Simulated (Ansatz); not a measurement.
# LiBr: a single-point run

Wanted: a converged single-point run for LiBr, and a check of what comes out. The structure is shown as the input types it.

Computed with Ansatz 0.2.0 (density functional or hybrid calculation with the settings of its input, plane waves (as first typed), unless a step's input says otherwise).

3 further runs of the same task are left out: 1 for a known fault of the program, 2 that didn't finish.

### 1 Starting point

It takes space group Fm-3m (No. 225, cubic). The conventional cell has a = 5.479 Å, b = 5.479 Å, c = 5.479 Å, α = 90.00°, β = 90.00°, γ = 90.00°. Li (site symmetry m-3m) has 6 Br at 2.74 Å as nearest neighbours. Br (site symmetry m-3m) is surrounded by 6 Li at 2.74 Å.

Structure file:

```cif
data_structure
_symmetry_space_group_name_H-M 'Fm-3m'
_symmetry_Int_Tables_number 225
_cell_length_a 5.4791
_cell_length_b 5.4791
_cell_length_c 5.4791
_cell_angle_alpha 90.000
_cell_angle_beta 90.000
_cell_angle_gamma 90.000
_cell_volume 164.49
loop_
_atom_site_label
_atom_site_type_symbol
_atom_site_symmetry_multiplicity
_atom_site_Wyckoff_symbol
_atom_site_fract_x
_atom_site_fract_y
_atom_site_fract_z
_atom_site_occupancy
Li1 Li 4 a 0.00000 0.00000 0.00000 1
Br1 Br 4 b 0.50000 0.00000 0.00000 1
```

### 2 Input and run

input.yaml reads:

```yaml
crystal:
  lattice:
    - [0.0, 2.7395650436, 2.7395650436]
    - [2.7395650436, 0.0, 2.7395650436]
    - [2.7395650436, 2.7395650436, 0.0]
  atoms:
    - { symbol: Li, position: [0.0, 0.0, 0.0] }
    - { symbol: Br, position: [0.5, 0.5, 0.5] }
kpoints:
  mp_grid: { grid: [6, 6, 6] }
hamiltonian:
  xc: pbe
scf:
  occupations: { method: fixed }
  n_extra_bands: 4
  max_iter: 65
output:
  forces: true
  stress: true
  eigenvalues: true
basis:
  ecutrho_ratio: 2
```

On the command line:

```bash
> ansatz run input.yaml --threads 4 --pin off --max-ram 3686MiB --backend cpu --events-out ev --progress --plain --runs-dir out
```

**Question.** How will this run end, and is anything wrong with its input?

The run converged and reported no error, with warnings (cutoff below recommended). Its log warns: «basis.ecutrho_ratio = 2 (ecutrho = 840 eV) is below the records' recommended 1680 eV»

Look at the input: basis.ecutrho_ratio is 2. The grid or cutoff for the density and potential is too coarse for the wavefunction basis: a density holds Fourier components up to twice the waves' wavevector.

To check: delete basis.ecutrho_ratio (the default then holds).
